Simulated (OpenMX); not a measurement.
## SiC (Moissanite) under changes of volume

One of the cells (10.341 Å³/atom); the others are scaled copies at fixed shape and fractional positions:

```
CELL_PARAMETERS angstrom
3.07600 0.00000 0.00000
-1.53800 2.66389 0.00000
0.00000 0.00000 5.04800
ATOMIC_POSITIONS crystal
Si 0.66667 0.33333 0.50000
Si 0.33333 0.66667 0.00000
C 0.66667 0.33333 0.88500
C 0.33333 0.66667 0.38500
```

```yaml
Program: OpenMX 3.8.5
Functional: PBE
Potentials_or_basis: OpenMX 2013 PBE set, Si7.0-s2p1d1, C6.0-s2p2, fixed grid of 28 × 28 × 54 points
k_mesh: 11 × 11 × 5
Occupations: fermi-dirac, width 0.05 eV
Spin: no spin polarisation
```

```csv
volume (Å³/atom),energy over the lowest point (meV/atom),gap on the mesh (eV),largest force (eV/Å)
9.721,53.42,2.76,0.934
9.927,?,?,?
10.134,13.57,2.85,0.864
10.341,3.80,2.90,0.831
10.548,0.00,2.94,0.800
10.755,1.63,2.95,0.771
10.961,8.19,2.91,0.743
```

Q: What does the run at 9.927 Å³/atom give?

A: Energy over the lowest point 29.90 meV/atom; gap on the mesh 2.81 eV; largest force 0.898 eV/Å.

Worked out: A Birch-Murnaghan fit of order 3 (a polynomial in V^(-2/3)) to the other rows has its minimum at 10.59 Å³/atom with B0 = V·E''(V) = 211 GPa and B' = 3.8 at fixed shape and positions, which overstates the stiffness. It gives 29.94 meV/atom at 9.927 Å³/atom, against the run's 29.90. A parabola through the other rows of the gap, of slope 2.81 eV per unit of ln V there, gives 2.82 eV, against the run's 2.81.

Energies are extrapolated to zero smearing.

Caveats: an odd mesh through Γ misses points on the zone boundary, where band edges often lie; the basis of atomic orbitals isn't converged, which shifts pressures, moduli and gaps.
